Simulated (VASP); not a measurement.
Runs of VASP 6.6.1 on CoO. Symmetry: P-6m2, No. 187, hexagonal system. Conventional cell: a = 2.828 Å, b = 2.828 Å, c = 2.722 Å, α = 90.00°, β = 90.00°, γ = 120.00°. Co (site symmetry -6m2) has 6 O at 2.13 Å as nearest neighbours. O (site symmetry -6m2) is surrounded by 6 Co at 2.13 Å. The cell was built by a generator and needn't be a form met in nature.

```tsv
level	potentials or basis	gap on the mesh (eV)	pressure (GPa)	moment (μB)	relaxed volume (Å³/atom)
revPBE	VASP PAW PBE potentials, release 64 (Co, O)	none	0.0	3.00	9.65
PBEsol	VASP PAW PBE potentials, release 64 (Co, O)	none	0.2	3.00	8.93
LDA	VASP PAW LDA potentials, release 64 (Co, O)	none	0.0	2.76	(a)
AM05	VASP PAW PBE potentials, release 64 (Co, O)	none	0.3	3.00	(b)
BLYP	VASP PAW PBE potentials, release 64 (Co, O)	none	0.0	3.00	9.88
RPBE	VASP PAW PBE potentials, release 64 (Co, O)	none	-0.1	3.00	9.76
PW91	VASP PAW PBE potentials, release 64 (Co, O)	none	0.1	3.00	(c)
```

Alike in all rows: task relaxation of cell and atoms; spin collinear, ferromagnetic start; cell relaxed; k mesh 8 × 8 × 7; cutoff (eV) 600; smearing fermi-dirac 0.05 eV.

Q: Estimate the missing entries.

A: (a) 8.54; (b) 8.91; (c) 9.37.

Caveats: a cell with one magnetic atom can't hold antiferromagnetic order, which such compounds often take; semilocal functionals often make such compounds metallic where correlation or magnetic order opens a gap, which also shifts bond lengths; the PAW data sets were made with another functional, which shifts forces and pressure a little (some runs).

A gap of «none» marks a metal or a gap under the smearing width.

Runs at the PBE level aren't shown here.
